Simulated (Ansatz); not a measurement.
Born–Oppenheimer molecular dynamics of a periodic cell of 16 atoms, Li (start crystal Li, start structure bcc, volume 1.05 times the crystal's). It goes on from the last frame of an earlier run, with new velocities.

Method: DFT PBE-D3(BJ), scalar-relativistic, plane waves, PAW (Ansatz 0.2.0). Settings: accuracy low, cutoff 420 eV, k mesh 2x2x2, fermi-dirac smearing 0.11 eV, no spin polarisation.

```yaml
ensemble: NVT, Langevin thermostat
time_step: 1 fs
steps_asked: 140
set_temperature: 1040 K
friction: 0.02 /fs
temperature_schedule: 105 steps to 300 K, then 35 steps to 300 K
seed: 346332
```

First frame:

```xyz
16
Lattice="7.0944 0.0000 0.0000 0.0000 7.0944 0.0000 0.0000 0.0000 7.0944" Properties=species:S:1:pos:R:3
Li 0.342 0.443 -0.026
Li 4.277 0.223 -0.333
Li 0.051 3.909 -0.154
Li 0.448 -0.158 4.005
Li 1.928 1.614 1.443
Li 3.687 3.766 0.681
Li 3.507 -0.886 2.763
Li 5.780 2.314 1.958
Li 0.846 3.835 3.471
Li 1.863 5.615 0.988
Li 1.923 1.555 5.039
Li 3.744 3.831 3.145
Li 5.797 5.089 1.581
Li 4.952 2.121 4.786
Li 2.133 4.734 4.942
Li 4.522 4.995 5.458
```

Q: What does the run give?

A: All steps were run.

| Item | Value |
| --- | --- |
| steps done | 140 |
| time covered | 140 fs |
| mean temperature over the second half | 626 K |
| spread of the potential energy over the second half | 8.2 meV per atom |
| mean potential energy of the second half above the start | -63.8 meV per atom |

The schedule's set-point averaged 363 K over the second half and the system 626 K, so it lags behind the ramp. A run of 0.14 ps of so small a system gives no equilibrium averages. Limits of this set-up: coarse k mesh, low accuracy level.

Q: What happens to the structure?

A: Mean squared displacements from the first frame to the last, about the centre of mass: Li 0.97 Å². This is one draw of velocities; another would differ in detail.

Q: How do temperature and energy run in time?

A: 
| time (fs) | T (K) | potential energy less start (eV) |
| --- | --- | --- |
| 0.0 | 975 | 0.000 |
| 11.0 | 1338 | -0.328 |
| 22.0 | 1315 | -0.714 |
| 33.0 | 1002 | -0.866 |
| 44.0 | 949 | -0.989 |
| 55.0 | 736 | -0.810 |
| 66.0 | 682 | -0.564 |
| 77.0 | 902 | -0.852 |
| 88.0 | 818 | -1.120 |
| 99.0 | 677 | -1.058 |
| 110.0 | 470 | -0.970 |
| 121.0 | 424 | -0.980 |
| 132.0 | 507 | -1.140 |

The run took 11 min on 1 thread of Intel(R) Xeon(R) Platinum 8259CL CPU @ 2.50GHz (Skylake/Cascade Lake), with other jobs on the host, peak memory 0.73 GiB.
